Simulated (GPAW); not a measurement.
Here is a GPAW 26.7.0 calculation.

File run.py:

```python
from ase.calculators.mixing import SumCalculator
from ase.filters import FrechetCellFilter
from ase.io import read, write
from ase.optimize import BFGS
from dftd3.ase import DFTD3
from gpaw import GPAW, PW

atoms = read('Ge.xyz')

calc = GPAW(mode=PW(600),
            xc='revPBE',
            kpts={'size': (8, 8, 8), 'gamma': True},
            occupations={'name': 'fermi-dirac', 'width': 0.05},
            nbands=11,
            convergence={'density': 1e-05, 'forces': 0.0001},
            maxiter=150,
            txt='gpaw.txt')
atoms.calc = SumCalculator([calc, DFTD3(damping='d3bj', params_tweaks=dict(method='revpbe', atm=True))])
opt = BFGS(FrechetCellFilter(atoms), trajectory='relax.traj', logfile='-')
done = opt.run(fmax=0.02, steps=60)
calc.write('gs.gpw')
write('result.traj', atoms)
print('Converged:', done)
print('Cell:', atoms.cell.cellpar().round(4))
print('Volume:', round(atoms.get_volume(), 4))
print(atoms.get_scaled_positions().round(5))
```

File Ge.xyz:

```xyz
2
Lattice="-2.4958980000 2.6508630000 1.4369470000 2.4958980000 -2.6508630000 1.4369470000 2.4958980000 2.6508630000 -1.4369470000" Properties=species:S:1:pos:R:3 pbc="T T T"
Ge     0.0000000000      1.3254315000      0.1840930280
Ge     2.4958980000      1.3254315000      1.2528539720
```

Potentials or basis: the program's PAW data sets (release 1.2.1) made for this functional, pw.

Run with:

```console
$ OMP_NUM_THREADS=1 python run.py
```

Q: What does it give for the space group after relaxing (to 0.05 Å)?

A: Imma (No. 74).

Q: Predict the dispersion energy per atom.

A: -0.680 eV.

Final structure:
```yaml
crystal:
  lattice:
    - [-2.44086, 2.60575, 1.42999]
    - [2.44086, -2.60575, 1.42999]
    - [2.44086, 2.60575, -1.42999]
  atoms:
    - { symbol: Ge, position: [0.31584, 0.06584, 0.25000] }
    - { symbol: Ge, position: [0.68416, 0.93416, 0.75000] }
```

Caveat: later steps reuse the first step's grids.
